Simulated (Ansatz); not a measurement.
# CsSnBr3 (Pm-3m) in Ansatz: settings compared

The runs below take CsSnBr3 through band structure, with LDA, PBE.

Program: Ansatz 0.2.0. These are calculated values, not measurements. Logs are shortened: lines on timing, memory, paths and dates and some standing lists are left out, and cuts for length are marked.

**The experiment to reproduce.**

“Influence of hidden halogen mobility on local structure of CsSn(Cl1−xBrx)3 mixed-halide perovskites by solid-state NMR”, 2020, pmc:8179406 reports, for a powder of CsSnBr3 at 300 K: band gap 1.79 eV (optical).

The results are compared with them further down.

### Step 1. Starting point

Symmetry: Pm-3m, No. 221, cubic system. Conventional cell: a = 5.839 Å, b = 5.839 Å, c = 5.839 Å, α = 90.00°, β = 90.00°, γ = 90.00°. Around Cs (site symmetry m-3m) lie 12 Br at 4.13 Å. Sn (site symmetry m-3m) is surrounded by 6 Br at 2.92 Å. Br (site symmetry 4/mmm) has 2 Sn at 2.92 Å as nearest neighbours.

The cell is a database's computed one.

### Step 2. Band structure, LDA

input.yaml reads:

```yaml
crystal:
  lattice:
    - [5.83900561, 0.0, 0.0]
    - [0.0, 5.83900561, 0.0]
    - [0.0, 0.0, 5.83900561]
  atoms:
    - { symbol: Cs, position: [0.0, 0.0, 0.0] }
    - { symbol: Sn, position: [0.5, 0.5, 0.5] }
    - { symbol: Br, position: [0.0, 0.5, 0.5] }
    - { symbol: Br, position: [0.5, 0.5, 0.0] }
    - { symbol: Br, position: [0.5, 0.0, 0.5] }
hamiltonian:
  xc: lda
  pseudopotentials: { kind: paw }
kpoints:
  mp_grid: { grid: [5, 5, 5] }
  band_path:
    path:
      - [[0.0, 0.0, 0.0], [0.0, 0.5, 0.0], [0.5, 0.5, 0.0], [0.0, 0.0, 0.0], [0.5, 0.5, 0.5], [0.0, 0.5, 0.0]]
      - [[0.5, 0.5, 0.0], [0.5, 0.5, 0.5]]
    npoints: 14
scf:
  occupations: { method: fermi_dirac, width: 0.05 }
  n_extra_bands: 12
output:
  forces: true
  stress: true
  eigenvalues: true
  fatbands: true
```

Potentials or basis: Ansatz PAW.

On the command line:

```sh
ansatz run input.yaml --threads 2 --pin off --max-ram 5632MiB --backend cpu --events-out ev --progress --plain --runs-dir out
```

The program printed:

```text
Warning: RAYON_NUM_THREADS=2 ignored (pool sized by the plan → 2); use --threads N
scf.n_extra_bands = 12 over 22 filled bands (N_el = 44.0): the run solves 34 bands
Engine: ansatz 0.2.0, x86_64-unknown-linux-gnu
Pseudopotentials: kind: paw
Pseudopotential: Cs, paw, valence charge 9, recommended cutoff 420 eV (normal), Cs.paw.azcp
Pseudopotential: Sn, paw, valence charge 14, recommended cutoff 420 eV (normal), Sn.paw.azcp
Pseudopotential: Br, paw, valence charge 7, recommended cutoff 420 eV (normal), Br.paw.azcp
Functional definition: SPW92
  exchange = slater_x
  correlation = pw_c
Crystal: 5 atoms, lattice volume = 199.075 Å³
Basis set: ecut = 420 eV, 3887 PW (Γ)
Bands: 34, of which v1, the nominal top of the filled ones, is band 22 counted from 1 (21 counted from 0)
Symmetry: 48 space group operations
Space group: Pm-3m (ITA 221), of the structure as read, at distance tolerance 5.8e-5 Å
k-points: 10 of 125
Non-local potential: Cs, projectors of the file, l = 0: 3, l = 1: 2, l = 2: 2, l = 3: 2
Non-local potential: Sn, projectors of the file, l = 0: 2, l = 1: 2, l = 2: 2, l = 3: 2
Non-local potential: Br, projectors of the file, l = 0: 2, l = 1: 2, l = 2: 2
PAW form: soft (Blöchl's): semilocal exchange-correlation on the pseudo side does not see the compensation charge
PAW frozen core: Cs, regenerated for the run's functional, and the local potential with it (the file was generated under x = pbe(κ = 0.804, μ = 0.2195149727645171), c = pbe(β = 0.06672455060314922))
PAW frozen core: Sn, regenerated for the run's functional, and the local potential with it (the file was generated under x = pbe(κ = 0.804, μ = 0.2195149727645171), c = pbe(β = 0.06672455060314922))
PAW frozen core: Br, regenerated for the run's functional, and the local potential with it (the file was generated under x = pbe(κ = 0.804, μ = 0.2195149727645171), c = pbe(β = 0.06672455060314922))
PAW one-centre angular grid: Cs, 194 points (default); XC on 64 Gauss nodes
PAW one-centre angular grid: Sn, 590 points (default); XC on 64 Gauss nodes
PAW one-centre angular grid: Br, 110 points (default); XC on 64 Gauss nodes
Initial density: superposition of atomic densities (neutral atoms: chi_scale 0, normalization atom), corrected by the library's trained network
Initial wavefunctions: pseudopotential atomic-orbital guess
Functional: x = slater, c = lda
SCF iter   1: F=—  HF=-19471.857064 eV  |F-HF|=—  |Δ(HF+E_count)|=         —  Δρ=3.73e-3  dr2=1.94e-2  ethr=1.77e-3  ⟨swp⟩=8.5  Hψ=2007  notcnv=0  defer=8
preconditioner: auto → Resta (q_TF=auto, 2.121 Å⁻¹)  ε∞=2.7  [insulator: Δε(μ)=1.830 eV  Ē_g=11.328 eV  σ=0.050 eV  W_gap=1.00  n_scr=26 (ndim 8)  ℏωp=14.9 eV  f_vac=0.047  D(μ)=0.00/eV (n_scr^D=0)  ε∞_Penn≈2.7]
SCF iter   2: F=—  HF=-19471.851253 eV  |F-HF|=—  |Δ(HF+E_count)|=   5.81e-3  Δρ=1.93e-3  dr2=6.48e-3  ethr=4.41e-5  ⟨swp⟩=2.5  Hψ=637  notcnv=0  defer=24
SCF iter   3: F=—  HF=-19471.849640 eV  |F-HF|=—  |Δ(HF+E_count)|=   1.61e-3  Δρ=3.00e-4  dr2=2.20e-4  ethr=1.47e-5  ⟨swp⟩=2.7  Hψ=513  notcnv=0  defer=24
SCF iter   4: F=—  HF=-19471.849621 eV  |F-HF|=—  |Δ(HF+E_count)|=   1.85e-5  Δρ=9.11e-5  dr2=3.68e-5  ethr=4.99e-7  ⟨swp⟩=2.0  Hψ=517  notcnv=0  defer=24
SCF iter   5: F=—  HF=-19471.849612 eV  |F-HF|=—  |Δ(HF+E_count)|=   9.54e-6  Δρ=2.36e-5  dr2=2.07e-6  ethr=8.37e-8  ⟨swp⟩=2.2  Hψ=515  notcnv=0  defer=24
SCF iter   6: F=-19471.849612 eV  HF=-19471.849612 eV  |F-HF|=4.47e-8  |Δ(HF+E_count)|=   3.73e-7  Δρ=6.64e-6  dr2=9.75e-8  ethr=2.27e-10  ⟨swp⟩=10.5  Hψ=2115  notcnv=0
SCF 1 converged in 6 iterations: F = -19471.849612 eV  dr2 = 9.75e-8
NSCF: frozen V_eff on 86 k-points
SCF converged after 6 iterations
Free energy (F): -19471.849612 eV
Harris-Foulkes:  -19471.849612 eV  (|F-HF|=4.47e-8)
Internal energy: -19471.849612 eV  (E = F + TS)
E sigma→0 (E₀):  -19471.849612 eV
Fermi energy:    4.113149 eV
--- Per-component energies (eV) ---
  E_band       = -301.661838
  E_kinetic    = 727.529292
  E_local      = -2546.711613  (includes V_loc(G=0)·N_el)
  E_nonlocal   = 219.062450
  E_hartree    = 1122.588787
  E_xc         = -1335.162186
  E_vxc        = -539.006763  (∫ρ·V_xc dr)
  E_paw        = -15375.661554  (= ΣΔE_a)
  E_vpaw       = -407.703576  (= ΣTr[D̂ρ^β])
  E_aug_tail   = -0.000002  (compensation charges beyond the density's cutoff)
  E_ewald      = -2284.809775
  E_core_change = 1.314988  (= ΣΔE_core)
  E_smearing   = -0.000000  (= −TS)
  E_closure    = 0.000000  (closes the sum)
  Σ components = -19471.849612   (vs F -19471.849612, Δ=0.00e0)
--- Forces (eV/Å), atoms counted from 1 ---
  atom   1  Cs    -0.00000000     0.00000000    -0.00000000
  atom   2  Sn     0.00000000    -0.00000000     0.00000000
  atom   3  Br     0.00000000     0.00000000    -0.00000000
  atom   4  Br     0.00000000     0.00000000     0.00000000
  atom   5  Br     0.00000000    -0.00000000    -0.00000000
  max |Σ_I F_I| component: 4.97e-29 eV/Å
--- Stress (GPa, compression-positive) ---
       -2.017238      -0.000000      -0.000000
       -0.000000      -2.017238       0.000000
        0.000000       0.000000      -2.017238
  P = ⅓ Tr σ = -2.0172 GPa (-20.172 kbar)
--- Band table (eV; the first three rows and the last of 10) ---
  k-point 0: bands = ["-18.0189", "-17.8668", "-17.8668", "-17.8333", "-17.8333", "-17.8333", "-11.4517", "-10.9259", "-10.9259", "-4.7478", "-4.7478", "-4.7478", "-2.2075", "-1.0347", "-1.0347", "-1.0347", "1.2363", "1.2363", "1.2363", "1.3686", "1.3686", "1.3686", "6.1099", "7.2665", "7.2665", "7.9863", "7.9863", "7.9863", "9.0025", "9.0025", "9.0025", "10.7858", "10.7858", "10.7858"]
  k-point 1: bands = ["-18.0185", "-17.8668", "-17.8646", "-17.8333", "-17.8333", "-17.8333", "-11.4138", "-10.9749", "-10.9252", "-4.7430", "-4.7425", "-4.7425", "-2.7476", "-1.0042", "-1.0042", "-0.2116", "1.1805", "1.1805", "1.1835", "1.3192", "1.3192", "1.3868", "6.5149", "7.5001", "7.5808", "7.8259", "8.1315", "8.2187", "8.2187", "8.9960", "8.9960", "10.2559", "10.9637", "10.9637"]
  k-point 2: bands = ["-18.0178", "-17.8668", "-17.8611", "-17.8335", "-17.8335", "-17.8333", "-11.3233", "-11.0834", "-10.9240", "-4.7356", "-4.7338", "-4.7338", "-3.2043", "-0.9515", "-0.9515", "0.4720", "1.0738", "1.0738", "1.1024", "1.2562", "1.2562", "1.9540", "5.9577", "7.4067", "8.0735", "8.2147", "8.4287", "8.4287", "8.5286", "9.4319", "9.4939", "9.4939", "10.3238", "10.5803"]
  k-point 9: bands = ["-18.0159", "-17.8582", "-17.8582", "-17.8336", "-17.8336", "-17.8336", "-11.1458", "-11.0919", "-11.0919", "-4.7815", "-4.7815", "-4.7714", "-4.5141", "0.4181", "0.4846", "0.4846", "0.6891", "0.6891", "1.6442", "1.6442", "1.6930", "3.2108", "5.0504", "5.0504", "5.4656", "7.8193", "8.5237", "8.5237", "8.5302", "9.5911", "9.5911", "10.7704", "11.0245", "11.0245"]
```

Wall time 8.3 s (2 threads of Intel Xeon Platinum 8488C (Sapphire Rapids), shared host); peak memory 0.63 GiB.

What came out:

```yaml
Free_energy: -19471.8496 eV
Pressure: -2.0 GPa
Band_gap_along_the_path: 0.45 eV, direct
```

Levels at the corners of the path, in eV from the valence-band top:
| point | band 20 | band 21 | band 22 | band 23 | band 24 | band 25 |
| --- | --- | --- | --- | --- | --- | --- |
| Γ | -2.76 | -2.76 | -2.76 | 1.98 | 3.14 | 3.14 |
| X | -2.88 | -2.88 | -1.94 | 1.46 | 3.49 | 4.09 |
| M | -3.16 | -2.39 | -0.95 | 1.00 | 1.00 | 3.89 |
| Γ | -2.76 | -2.76 | -2.76 | 1.98 | 3.14 | 3.14 |
| R | -2.38 | -2.38 | 0.00 | 0.45 | 0.45 | 0.45 |
| X | -2.88 | -2.88 | -1.94 | 1.46 | 3.49 | 4.09 |
| M | -3.16 | -2.39 | -0.95 | 1.00 | 1.00 | 3.89 |
| R | -2.38 | -2.38 | 0.00 | 0.45 | 0.45 | 0.45 |

Caveat: spin-orbit coupling is left out, which moves the levels of the heavy elements; the PAW data sets come from PBE, with cores solved anew for the run's functional, which leaves a small shift of forces and pressure.

### Step 3. Band structure, PBE

Changes to input.yaml since step 2:

```diff
@@ -12,3 +12,3 @@
 hamiltonian:
-  xc: lda
+  xc: pbe
   pseudopotentials: { kind: paw }
@@ -28,2 +28,6 @@
   eigenvalues: true
-  fatbands: true
+  fatbands: false
+  write_density: true
+  write_potential: true
+  elf: true
+  volumetric_format: npy
```

Potentials or basis: Ansatz PAW.

On the command line:

```sh
ansatz run input.yaml --threads 2 --pin off --max-ram 5632MiB --backend cpu --events-out ev --progress --plain --runs-dir out
```

Run time: 5.8 s. Hardware: 2 threads of Intel Xeon Platinum 8488C (Sapphire Rapids), shared host; peak memory 0.65 GiB.

Results (log left out):

```yaml
Free_energy: -20050.7494 eV
Pressure: 0.5 GPa
Band_gap_along_the_path: 0.51 eV, direct
```

Levels at the corners of the path, in eV from the valence-band top:
```csv
point,band 18,band 19,band 20,band 21,band 22,band 23,band 24,band 25,band 26,band 27
Γ,-3.02,-3.02,-2.88,-2.88,-2.88,2.24,3.28,3.28,3.93,3.93
X,-3.19,-3.15,-3.00,-3.00,-2.00,1.49,3.67,4.31,4.32,4.35
M,-3.32,-3.27,-3.27,-2.53,-0.97,1.03,1.03,3.93,4.39,4.82
Γ,-3.02,-3.02,-2.88,-2.88,-2.88,2.24,3.28,3.28,3.93,3.93
R,-3.31,-2.52,-2.52,-2.52,0.00,0.51,0.51,0.51,3.73,4.34
X,-3.19,-3.15,-3.00,-3.00,-2.00,1.49,3.67,4.31,4.32,4.35
M,-3.32,-3.27,-3.27,-2.53,-0.97,1.03,1.03,3.93,4.39,4.82
R,-3.31,-2.52,-2.52,-2.52,0.00,0.51,0.51,0.51,3.73,4.34
```

Caveat: spin-orbit coupling is left out, which moves the levels of the heavy elements.

### Step 4. Comparison with measurements

Step 2. Measured gap of CsSnBr3: 1.79 eV (optical; 300 K; powder; “Influence of hidden halogen mobility on local structure of CsSn(Cl1−xBrx)3 mixed-halide perovskites by solid-state NMR”, 2020, pmc:8179406). This calculation gives 0.45 eV (-1.34 eV). So large a miss can be the level of theory's own, or it may mean another phase, state or a wrong row. Spin-orbit coupling on Br, Cs, Sn is left out. The value is that of LDA, without temperature or zero-point motion. Semilocal functionals fall short of measured gaps as a rule. The cell is a database's relaxed one, not the measured one, which moves gaps too.

Step 3. Measured gap of CsSnBr3: 1.79 eV (optical; 300 K; powder; “Influence of hidden halogen mobility on local structure of CsSn(Cl1−xBrx)3 mixed-halide perovskites by solid-state NMR”, 2020, pmc:8179406). This calculation gives 0.51 eV (-1.28 eV). So large a miss can be the level of theory's own, or it may mean another phase, state or a wrong row. Spin-orbit coupling on Br, Cs, Sn is left out. The value is that of PBE, without temperature or zero-point motion. Semilocal functionals fall short of measured gaps as a rule. The cell is a database's relaxed one, not the measured one, which moves gaps too.
